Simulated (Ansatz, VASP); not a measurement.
# Mg: VASP beside Ansatz

```
Mg
1.0
     6.29750    0.00000    0.00000
     0.00000    5.05459    0.00000
     0.00000    0.00000   22.36276
Mg
12
Direct
  0.50000 0.75000 0.35774
  0.00000 0.75000 0.35774
  0.75000 0.25000 0.39838
  0.25000 0.25000 0.39838
  0.75000 0.75000 0.47968
  0.25000 0.75000 0.47968
  0.00000 0.25000 0.51697
  0.50000 0.25000 0.51697
  0.00000 0.75000 0.60338
  0.50000 0.75000 0.60338
  0.25000 0.25000 0.63720
  0.75000 0.25000 0.63720
```

Alike in both runs: functional PBE; dispersion D3(BJ); k mesh 3 × 4 × 1; occupations gaussian, width 0.1 eV; no spin polarisation.

Ansatz relaxed the structure, and its values are those at the end. VASP's run is a single point on that final structure, the one shown.

|  | VASP | Ansatz |
| --- | --- | --- |
| version | VASP 6.6.1 | Ansatz 0.2.0 |
| potentials or method | VASP PAW PBE potentials, release 64 (Mg) | scalar-relativistic, plane waves, PAW |
| plane-wave cutoff (eV) | 520 | 420 |
| valence electrons in the cell | 24 | 120 |

|  | VASP | Ansatz | Ansatz less VASP |
| --- | --- | --- | --- |
| gap on the k mesh at the Fermi level (eV) | none | none | - |
| rms of the force components (eV/Å) | 0.064 | 0.064 | -0.0003 |

A gap of «none» marks a metal or a gap that the smearing closes. The two sets of potentials don't hold the same shells in valence.
